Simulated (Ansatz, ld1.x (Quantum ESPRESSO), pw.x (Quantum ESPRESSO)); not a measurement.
# lithium: does the TM potential hold in the solid?

ld1.x (Quantum ESPRESSO) 7.5 input, shortened:

```
&input
   title='Li', zed=3., rel=1, dft='PBE', iswitch=3,
   config='[He] 2s1 2p0 3d-2'
 /
 &inputp
   pseudotype=2, tm=.true., lloc=0,
   nlcc=.false.
 /
3
2P  2  1   0.00   0.00  4.20  4.20  0.0
3D  3  2  -2.00   0.15  3.95  3.95  0.0
2S  1  0   1.00   0.00  3.35  3.35  0.0
 &test
   configts(1)='2s1 2p0'
 /
```

Atomic tests: cutoffs needed: 6 Ry and 6 Ry (the cutoffs (Ry, on a coarse ladder) from which the occupation-weighted sum of valence levels, in a spherical-Bessel basis at the reference potential, stays within 10 and 1 mRy of its value at 400 Ry); ghost test: no extra level below or beside the all-electron valence levels (p, d, s, f tested) (spherical-Bessel basis up to 400 Ry, 20 bohr box); largest excitation error: +4.6 meV (all-electron minus pseudo) for 2s0.5 2p0, out of 2 test configurations.

Crystal test: fcc Li in pw.x 7.5, no spin, 13³ k-points, Fermi–Dirac smearing 0.01 Ry, cutoffs 35/140 Ry. The reference is all-electron LAPW (Ansatz 0.2.0) with the same functional, mesh and smearing; V0 and B0 come from Birch–Murnaghan fits to the pressures at five volumes. Errors are pseudo minus all-electron; Δ is the rms difference of the E(V) curves that follow from these fits, minima aligned, over ±6 % about the mean V0. Mesh and smearing are coarse, so the numbers serve the comparison and aren't converged zero-temperature values; the lattice is a test structure that the element need not adopt.

```
V (Å³/atom)  P all-electron (GPa)  P pseudo (GPa)
     19.331                  0.71           -0.52
     19.839                  0.31           -0.81
     20.348                 -0.05           -1.06
     20.857                 -0.37           -1.30
     21.365                 -0.66           -1.50
```

All-electron: a0 = 4.329 Å (V0 = 20.28 Å³/atom), B0 = 13.7 GPa.

Pseudopotential: mean pressure error (GPa): -1.03. The pressure does not cross zero within the volumes sampled, so no fit is given. The largest radius (4.20 bohr) exceeds half the bond length (2.90 bohr), so the spheres overlap, which is one possible source of error among others. This is a poor potential for the solid.

Q: At the middle volume, how do free energy and pressure move when the wave cutoff is lowered (ecutrho kept at four times it)?

A:

```
cutoff (Ry)  shift of F (meV/atom)  shift of P (GPa)
         16                   +0.2             +0.00
         21                   +0.1             -0.00
         28                   +0.0             +0.00
```

The run at the middle volume (84 k-points, 6 iterations) took about 3.6 s on one core of a shared host (Neoverse-V1, 32 threads, 247 GiB, load 26).
